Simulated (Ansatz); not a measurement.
# MgO (zincblende type): the cost of one run

Method: DFT PBE, with the methods named in each step, in Ansatz 0.2.0.

## Step 1: The structure to begin with

Symmetry: F-43m, No. 216, cubic system. The conventional cell has a = 4.612 Å, b = 4.612 Å, c = 4.612 Å, α = 90.00°, β = 90.00°, γ = 90.00°. Mg (site symmetry -43m) has 4 O at 2.00 Å as nearest neighbours. O (site symmetry -43m) is surrounded by 4 Mg at 2.00 Å.

As a file:

```
Mg O
1.0
     0.00000    2.30590    2.30590
     2.30590    0.00000    2.30590
     2.30590    2.30590    0.00000
Mg O
1 1
Direct
  0.00000 0.00000 0.00000
  0.25000 0.25000 0.25000
```

Whether this phase is the stable one at these pressures isn't tested.

Atoms are numbered in the order of the input: Mg1, O2.

## Step 2: The reference volume, LAPW

Input file input.yaml:

```yaml
crystal:
  lattice:
    - [0.0, 2.3058973033, 2.3058973033]
    - [2.3058973033, 0.0, 2.3058973033]
    - [2.3058973033, 2.3058973033, 0.0]
  atoms:
    - { symbol: Mg, position: [0.0, 0.0, 0.0] }
    - { symbol: O, position: [0.25, 0.25, 0.25] }
kpoints:
  mp_grid: { grid: [15, 15, 15] }
  band_path:
    path:
      - [0.0, 0.0, 0.0]
      - [-0.5, -0.5, 0.0]
      - [-0.375, -0.375, 0.25]
      - [-0.375, 0.0, 0.375]
      - [0.0, 0.0, 0.0]
      - [0.0, 0.0, 0.5]
      - [-0.5, -0.25, 0.25]
      - [-0.5, -0.5, 0.0]
    npoints: 14
scf:
  occupations: { method: fermi_dirac, width: 0.05 }
hamiltonian:
  xc: pbe
  pseudopotentials: { kind: all_electron, lapw: { basis_error: 0.001 } }
output:
  forces: true
  stress: true
  eigenvalues: true
  populations: true
  dos: { projected: true, de: 0.2, e_range: [-14, 8] }
```

Run with:

```bash
> ansatz run input.yaml --threads 1 --pin off --max-ram 2048MiB --backend cpu --events-out ev --progress --plain --runs-dir out
```

Q: Estimate wall time and peak memory on 1 thread of Arm Neoverse V1, shared host.

About 29 s, with a peak of 0.33 GiB.
